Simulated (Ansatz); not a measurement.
**ZrN at fixed geometry**

Aim: for ZrN, a database entry, slightly rescaled, find whether it is a metal or has a gap, how the charge is shared and how far the cell is from equilibrium. The atoms and the cell stay fixed.

The COD entry's cell or inner coordinates are ideal or old and differ from later refinements, so a difference from it is no clean test against experiment.

Method: DFT, PBE, no spin polarisation, plane waves, PAW, in Ansatz 0.2.0.

## Step 1: The cell

Symmetry: Fm-3m, No. 225, cubic system. The conventional cell has a = 4.554 Å, b = 4.554 Å, c = 4.554 Å, α = 90.00°, β = 90.00°, γ = 90.00°. Zr (site symmetry m-3m) has 6 N at 2.28 Å as nearest neighbours. N (site symmetry m-3m) has 6 Zr at 2.28 Å as nearest neighbours.

Structure file:

```
CELL_PARAMETERS angstrom
0.00000 2.27718 2.27718
2.27718 0.00000 2.27718
2.27718 2.27718 0.00000
ATOMIC_POSITIONS crystal
Zr 0.00000 0.00000 0.00000
N 0.50000 0.50000 0.50000
```

Its first density is an earlier solution for the same cell, read from a checkpoint.

## Step 2: Self-consistent run

input.yaml

```yaml
crystal:
  lattice:
    - [0.0, 2.277184, 2.277184]
    - [2.277184, 0.0, 2.277184]
    - [2.277184, 2.277184, 0.0]
  atoms:
    - { symbol: Zr, position: [0.0, 0.0, 0.0] }
    - { symbol: "N", position: [0.5, 0.5, 0.5] }
  symmetry: { tolerance: 0.0003 }
kpoints:
  mp_grid: { grid: [13, 13, 13], shift: [0, 0, 0] }
  band_path:
    path:
      - [0.0, 0.0, 0.0]
      - [0.5, 0.0, 0.5]
      - [0.625, 0.25, 0.625]
      - [0.375, 0.375, 0.75]
      - [0.0, 0.0, 0.0]
      - [0.5, 0.5, 0.5]
      - [0.5, 0.25, 0.75]
      - [0.5, 0.0, 0.5]
    npoints: 20
magnetization:
  spin_polarized: false
scf:
  occupations: { method: cold, width: 0.2025 }
  lower_state_search: "off"
  max_iter: 200
hamiltonian:
  pseudopotentials: { kind: paw }
  xc: pbe
basis:
  ecutwfc: 420
  fft_grid_basis: typed
output:
  forces: true
  stress: true
  eigenvalues: true
  bader: true
  populations: true
  elf: true
  write_potential: true
  volumetric_format: npy
  dos:
    e_range: [-12, 8]
    de: 0.05
    projected: { site_lists: { "N": ["N"], Zr: [Zr] } }
  write_density: true
checkpoint:
  read: saved_state
```

Started as:

```
ansatz run input.yaml --threads 1 --pin off --max-ram 2560MiB --backend cpu --events-out ev --progress --plain --runs-dir out
```

What does the calculation give? Wanted: largest force; pressure; character; Bader charges.

**Answer**, as computed:

```
                                                 quantity                 value
                                            largest force            0.000 eV/Å
                                                 pressure               7.0 GPa
           formation energy (elements from separate runs)         -1.73 eV/atom
                                                character                 metal
density of states, mean within 0.25 eV of the Fermi level  0.67 per eV per cell
                                            Bader charges   Zr +1.89, N -1.89 e
```

In words: The cell is metallic; within 0.25 eV of the Fermi level the density of states averages 0.67 per eV per cell, mostly Zr d (77 %) and N p (19 %). The pressure of 7.0 GPa says the cell is too small. By Bader's partition Zr gives up most (+1.89 e) and N takes most (-1.89 e). Against the elements' reference phases (Zr hcp, N2 molecule; separate runs with the same functional) the formation energy is -1.73 eV per atom, so it is bound against them, though other compounds may compete.

Caveats: an odd count of electrons without spin polarisation forces a partly filled band; wide smearing.
